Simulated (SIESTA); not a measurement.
# HfC in SIESTA: the effect of functional

The system is HfC.

```
Hf C
1.0
     0.00000    2.32500    2.32500
     2.32500    0.00000    2.32500
     2.32500    2.32500    0.00000
Hf C
1 1
Direct
  0.50000 0.50000 0.50000
  0.00000 0.00000 0.00000
```

Alike in all runs:

* Program: SIESTA 5.4.2
* Task: single point
* Basis: DZP (energy shift 0.003 Ry; two zetas on semicore shells)
* Grid cutoff: 800 Ry
* Energy shift: 0.003 Ry
* k mesh: 10 × 10 × 10
* Occupations: fermi-dirac, width 0.05 eV
* Spin: no spin polarisation

```csv
functional,potentials or basis,pressure (GPa)
LDA,PseudoDojo 0.4 standard (LDA files),-9.9
PBEsol,PseudoDojo 0.4 standard (PBEsol files),-3.6
AM05,PseudoDojo 0.4 standard (PBEsol files),-4.2
WC,PseudoDojo 0.4 standard (PBEsol files),-3.1
PBE,PseudoDojo 0.4 standard (PBE files),3.3
PW91,PseudoDojo 0.4 standard (PBE files),3.1
revPBE,PseudoDojo 0.4 standard (PBE files),?
RPBE,PseudoDojo 0.4 standard (PBE files),6.7
BLYP,PseudoDojo 0.4 standard (PBE files),10.4
```

**Question.** What does the run with functional revPBE give?

**Answer.** Pressure 5.7 GPa.

Caveats: short orbitals over semicore shells can move pressures by several GPa; the basis of atomic orbitals isn't converged, which shifts pressures, moduli and gaps; the potentials were made for another functional, which shifts forces and pressure (some runs).
